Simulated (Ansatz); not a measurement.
# CdSe (Fm-3m) in Ansatz: a series of runs

The runs below take CdSe through phonons, elastic constants, with PBEsol.

Program: Ansatz 0.2.0. These are calculated values, not measurements. Logs are shortened: lines on timing, memory, paths and dates and some standing lists are left out, and cuts for length are marked.

**1. Starting point**

Symmetry: Fm-3m, No. 225, cubic system. Conventional cell: a = 5.748 Å, b = 5.748 Å, c = 5.748 Å, α = 90.00°, β = 90.00°, γ = 90.00°. Cd (site symmetry m-3m) has 6 Se at 2.87 Å as nearest neighbours. Around Se (site symmetry m-3m) lie 6 Cd at 2.87 Å.

Measurements of this composition are mostly on another form, of space group No. 186.

**2. Phonons, PBEsol**

input.yaml reads:

```yaml
crystal:
  lattice:
    - [0.0, 2.873958, 2.873958]
    - [2.873958, 0.0, 2.873958]
    - [2.873958, 2.873958, 0.0]
  atoms:
    - { symbol: Cd, position: [0.0, 0.0, 0.0] }
    - { symbol: Se, position: [0.5, 0.5, 0.5] }
hamiltonian:
  xc: pbesol
  pseudopotentials: { kind: paw }
kpoints:
  mp_grid: { grid: [6, 6, 6] }
scf:
  occupations: { method: fermi_dirac, width: 0.05 }
phonons:
  method: dfpt
```

Potentials or basis: Ansatz PAW.

Launch:

```console
$ ansatz run input.yaml --threads 2 --pin off --max-ram 5632MiB --backend cpu --events-out ev --progress --plain --runs-dir out
```

The program printed:

```text
Warning: RAYON_NUM_THREADS=2 ignored (pool sized by the plan → 2); use --threads N
Engine: ansatz 0.2.0, aarch64-unknown-linux-gnu
Pseudopotentials: kind: paw
Pseudopotential: Cd, paw, valence charge 20, recommended cutoff 420 eV (normal), Cd.paw.azcp
Pseudopotential: Se, paw, valence charge 16, recommended cutoff 420 eV (normal), Se.paw.azcp
Functional definition: PBEsol
  exchange = pbesol_x
  correlation = pbesol_c
Crystal: 2 atoms, lattice volume = 47.476 Å³
Basis set: ecut = 420 eV, 941 PW (Γ), exchange–correlation on 60×60×60 points (8 copies of the dense FFT grid, shifted against one another)
Bands: 22, of which v1, the nominal top of the filled ones, is band 18 counted from 1 (17 counted from 0)
Symmetry: 48 space group operations
k-points: 30 of 216 (irreducible under 8 space group operations, time reversal used)
Non-local potential: Cd, projectors of the file, l = 0: 3, l = 1: 2, l = 2: 2, l = 3: 1
Non-local potential: Se, projectors of the file, l = 0: 2, l = 1: 2, l = 2: 3, l = 3: 1
PAW form: soft (Blöchl's): semilocal exchange-correlation on the pseudo side does not see the compensation charge
PAW frozen core: Cd, regenerated for the run's functional, and the local potential with it (the file was generated under x = pbe(κ = 0.804, μ = 0.2195149727645171), c = pbe(β = 0.06672455060314922))
PAW frozen core: Se, regenerated for the run's functional, and the local potential with it (the file was generated under x = pbe(κ = 0.804, μ = 0.2195149727645171), c = pbe(β = 0.06672455060314922))
PAW one-centre angular grid: Cd, 590 points (default); XC on 64 Gauss nodes
PAW one-centre angular grid: Se, 590 points (default); XC on 64 Gauss nodes
Initial density: superposition of atomic densities (neutral atoms: chi_scale 0, normalization atom), corrected by the library's trained network
Initial wavefunctions: pseudopotential atomic-orbital guess
Functional: x = pbesol(κ = 0.804, μ = 0.12345679012345678), c = pbesol(β = 0.046)
SCF iter   1: F=—  HF=-13609.188840 eV  |F-HF|=—  |Δ(HF+E_count)|=         —  Δρ=4.24e-3  dr2=9.42e-3  ethr=1.77e-3  ⟨swp⟩=5.8  Hψ=2705  notcnv=0
preconditioner: auto → none  [insulator: Δε(μ)=0.893 eV  Ē_g=12.031 eV  σ=0.050 eV  W_gap=0.84  n_scr=14 (ndim 8)  ℏωp=22.9 eV  f_vac=0.035  D(μ)=0.64/eV (n_scr^D=0)  ε∞_Penn≈4.6]
SCF iter   2: F=—  HF=-13609.186401 eV  |F-HF|=—  |Δ(HF+E_count)|=   2.44e-3  Δρ=1.01e-3  dr2=2.33e-4  ethr=2.62e-5  ⟨swp⟩=2.5  Hψ=1423  notcnv=0
SCF iter   3: F=—  HF=-13609.186398 eV  |F-HF|=—  |Δ(HF+E_count)|=   2.40e-6  Δρ=4.49e-4  dr2=5.69e-5  ethr=6.48e-7  ⟨swp⟩=2.0  Hψ=1012  notcnv=0
SCF iter   4: F=—  HF=-13609.186408 eV  |F-HF|=—  |Δ(HF+E_count)|=   9.98e-6  Δρ=9.60e-5  dr2=4.33e-6  ethr=1.58e-7  ⟨swp⟩=2.1  Hψ=765  notcnv=0
SCF iter   5: F=—  HF=-13609.186368 eV  |F-HF|=—  |Δ(HF+E_count)|=   4.04e-5  Δρ=2.67e-5  dr2=3.19e-7  ethr=1.20e-8  ⟨swp⟩=2.1  Hψ=974  notcnv=0
SCF iter   6: F=—  HF=-13609.186369 eV  |F-HF|=—  |Δ(HF+E_count)|=   8.93e-7  Δρ=5.45e-6  dr2=6.03e-9  ethr=8.86e-10  ⟨swp⟩=2.2  Hψ=1080  notcnv=0
SCF iter   7: F=—  HF=-13609.186369 eV  |F-HF|=—  |Δ(HF+E_count)|=   4.09e-9  Δρ=8.72e-7  dr2=2.17e-10  ethr=1.67e-11  ⟨swp⟩=2.0  Hψ=933  notcnv=0
SCF iter   8: F=-13609.186369 eV  HF=-13609.186369 eV  |F-HF|=3.64e-12  |Δ(HF+E_count)|=  3.64e-11  Δρ=1.08e-7  dr2=3.82e-12  ethr=1.00e-12  ⟨swp⟩=3.8  Hψ=3116  notcnv=0
SCF 1 converged in 8 iterations: F = -13609.186369 eV  dr2 = 3.82e-12
DFPT response loops at Γ: preconditioner auto → Kerker (q_TF=auto, 2.605 Å⁻¹) (partly filled bands, converged f_vac=0.029); β = 1.00, the filter's whole step (`scf.mixing.beta` (0.50) is not read by the response loops under this deck's `scf.mixing.preconditioner`; to damp them name `kerker` or `kerker_dos`, under which they read `scf.mixing.beta`, and type it under 1.00, their step now; both keys bind the ground state too); Broyden in place of MSR1
SCF converged after 8 iterations
Free energy (F): -13609.186369 eV
Harris-Foulkes:  -13609.186369 eV  (|F-HF|=3.64e-12)
Internal energy: -13609.180652 eV  (E = F + TS)
E sigma→0 (E₀):  -13609.183510 eV
Entropy (-TS):   -0.005717 eV (-2.858 meV/atom)
Fermi energy:    9.915679 eV
--- Per-component energies (eV) ---
  E_band       = -809.619744
  E_kinetic    = 622.339143
  E_local      = -5516.786102  (includes V_loc(G=0)·N_el)
  E_nonlocal   = -555.326552
  E_hartree    = 2640.789887
  E_xc         = -277.942429
  E_vxc        = -318.017226  (∫ρ·V_xc dr)
  E_paw        = -5882.608885  (= ΣΔE_a)
  E_vpaw       = -323.408105  (= ΣTr[D̂ρ^β])
  E_aug_tail   = -0.000516  (compensation charges beyond the density's cutoff)
  E_ewald      = -4640.995608
  E_core_change = 1.350410  (= ΣΔE_core)
  E_smearing   = -0.005717  (= −TS)
  E_closure    = -0.000000  (closes the sum)
  Σ components = -13609.186369   (vs F -13609.186369, Δ=0.00e0)
--- Band table (eV; the first three rows and the last of 30) ---
  k-point 0: bands = ["-91.9009", "-52.9997", "-52.9997", "-52.9997", "-36.9437", "-36.9437", "-36.9408", "-36.9408", "-36.9408", "-3.0391", "2.0115", "2.0115", "2.0299", "2.0299", "2.0299", "9.2494", "9.2494", "9.2494", "9.8488", "18.4725", "18.4725", "18.4725"]
  k-point 1: bands = ["-91.9009", "-52.9999", "-52.9997", "-52.9997", "-36.9436", "-36.9436", "-36.9408", "-36.9408", "-36.9408", "-2.8459", "1.9559", "1.9559", "2.0122", "2.0626", "2.0626", "7.2805", "9.3766", "9.3766", "11.7621", "16.6733", "17.4362", "17.4362"]
  k-point 2: bands = ["-91.9009", "-53.0002", "-52.9998", "-52.9998", "-36.9436", "-36.9436", "-36.9407", "-36.9407", "-36.9407", "-2.3973", "1.8447", "1.8447", "1.9437", "2.1332", "2.1332", "5.5694", "9.6638", "9.6638", "12.8111", "15.7357", "15.7357", "15.7485"]
  k-point 29: bands = ["-91.9008", "-53.0003", "-53.0001", "-53.0000", "-36.9437", "-36.9435", "-36.9408", "-36.9406", "-36.9405", "-2.1724", "1.9633", "1.9737", "2.1186", "2.2206", "2.5790", "6.2263", "6.9634", "7.2284", "11.6744", "16.1927", "16.8800", "18.2289"]
--- Phonons (Γ-DFPT): 2 representative perturbations + reference, on 30 of 216 k-points (Σ response iterations 7) ---
  k mesh reduced under 8 symmetry operations, with k and −k counted as one. Each operation leaves every solved perturbation unchanged. A smaller set is not used because it would not reduce the number of displacements times k-points to solve
  ASR residual: 3.526e-5 → 0.000e0 eV/Å²; symmetrization residual: 6.825e-6 eV/Å²
  ASR residual per site (eV/Å²): 3.53e-5 1.76e-5
  Γ frequencies (cm⁻¹): 0.00 0.00 0.00 68.85 68.85 68.85
  non-analytic LO–TO correction: not included (Born effective charges unavailable; polar crystals: no LO–TO splitting at Γ)
```

Wall time 6.4 s (2 threads of Arm Neoverse V1, shared host); peak memory 0.43 GiB.

Results:

| Quantity | Value |
| --- | --- |
| Free energy | -13609.1864 eV |
| Band gap on the k mesh | none (metal or under the smearing width) |
| Highest phonon frequency at Γ | 69 cm⁻¹ |

Levels at points of the mesh, in eV from the Fermi level:
```tsv
k point	band 14	band 15	band 16	band 17	band 18	band 19	band 20	band 21	band 22
(0.00, 0.00, 0.00)	-7.89	-7.89	-0.67	-0.67	-0.67	-0.07	8.56	8.56	8.56
(0.00, 0.00, -0.50)	-7.75	-7.75	-5.00	-0.08	-0.08	2.85	5.15	5.15	5.83
(0.00, -0.50, -0.50)	-7.70	-7.23	-4.16	-2.11	-2.11	-0.56	5.33	9.52	10.15
(-0.50, 0.00, -0.50)	-7.70	-7.23	-4.16	-2.11	-2.11	-0.56	5.33	9.52	10.15
```

Phonon frequencies in cm⁻¹ (negative: imaginary):
```csv
q point,frequencies
"(0.000, 0.000, 0.000)",0 0 0 69 69 69
```

Caveat: the PAW data sets come from PBE, with cores solved anew for the run's functional, which leaves a small shift of forces and pressure.

**3. Elastic constants, PBEsol**

input.yaml: that of step 2 with these lines changed.

```diff
@@ -15,3 +15,7 @@
   occupations: { method: fermi_dirac, width: 0.05 }
-phonons:
-  method: dfpt
+output:
+  forces: true
+  stress: true
+elastic:
+  mode: relaxed_ion
+  stencil: two_point
```

Potentials or basis: Ansatz PAW.

Launch:

```console
$ ansatz run input.yaml --threads 2 --pin off --max-ram 5632MiB --backend cpu --events-out ev --progress --plain --runs-dir out
```

It took 6 s on 2 threads of Arm Neoverse V1, shared host; peak memory 0.36 GiB.

Results (log left out):

* Free energy: -13609.1864 eV
* Pressure: -3.8 GPa
* Band gap on the k mesh: none (metal or under the smearing width)
* Elastic constants C11, C12, C44: 84, 34, 23 GPa
* Voigt bulk modulus: 51 GPa

Levels at points of the mesh, in eV from the Fermi level:
```tsv
k point	band 14	band 15	band 16	band 17	band 18	band 19	band 20	band 21	band 22
(0.00, 0.00, 0.00)	-7.89	-7.89	-0.67	-0.67	-0.67	-0.07	8.56	8.56	8.56
(0.00, 0.00, -0.50)	-7.75	-7.75	-5.00	-0.08	-0.08	2.85	5.15	5.15	5.83
(0.00, -0.50, -0.50)	-7.70	-7.23	-4.16	-2.11	-2.11	-0.56	5.33	9.52	10.15
```

Elastic tensor in Voigt notation (GPa, in the Cartesian axes of the cell as first typed):
```
84 34 34  0  0  0
34 84 34  0  0  0
34 34 84  0  0  0
 0  0  0 23  0  0
 0  0  0  0 23  0
 0  0  0  0  0 23
```

Caveat: the cell is more than 3 GPa from zero pressure, which shifts response properties; elastic constants of metals need much finer meshes, so these are rough; the PAW data sets come from PBE, with cores solved anew for the run's functional, which leaves a small shift of forces and pressure.
